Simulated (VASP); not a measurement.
Set up this calculation in VASP 6.6.1, as the native input.

- Task: relaxation of cell and atoms
- Functional: PBE
- Potentials or basis: VASP PAW PBE potentials, release 64 (Al)
- Cutoff: 700 eV
- k mesh: 18 × 18 × 18
- Occupations: gaussian, width 0.1 eV
- Spin: no spin polarisation
- Further INCAR settings: ALGO = Normal; EDIFF = 1e-07; IBRION = 2; EDIFFG = -0.002; NSW = 80; ISIF = 3

The structure of Al lies in POSCAR:

```
Al
1.0
    0.0000000000      2.0248050000      2.0248050000
    2.0248050000      0.0000000000      2.0248050000
    2.0248050000      2.0248050000      0.0000000000
Al
1
Direct
    0.0000000000      0.0000000000      0.0000000000
```

These files were run (other wordings do the same):

INCAR

```
PREC = Accurate ; ENCUT = 700
EDIFF = 1E-7 ; ISMEAR = 0
SIGMA = 0.1 ; LREAL = False
LASPH = True ; NELM = 100
ALGO = Normal ; ISIF = 3
LWAVE = False ; LCHARG = False
GGA = PE ; IBRION = 2
NSW = 80 ; EDIFFG = -0.002
```

KPOINTS

```
Automatic mesh
0
Gamma
  18 18 18
```

Potentials or basis: VASP PAW PBE potentials, release 64 (Al).

Command:

```console
$ cat potpaw_PBE.64/Al/POTCAR > POTCAR
$ mpirun -np 1 vasp_std > vasp.out
```

Results of the run:

- Relaxed volume: 16.49 Å³/atom
- Relaxed cell: a = 2.857 Å, b = 2.857 Å, c = 2.857 Å, α = 60.00°, β = 60.00°, γ = 60.00°
- Space group after relaxing (to 0.05 Å): Fm-3m (No. 225)
- Energy gained by relaxing: 0.2 meV/atom
- Ionic steps: 3
- Pressure after relaxing: 0.0 GPa
- Band gap on the k mesh: none (metal or under the smearing width)

Wall time 22 s on 1 thread of Intel(R) Xeon(R) Platinum 8488C (Sapphire Rapids), on a shared host, peak memory 0.17 GiB.
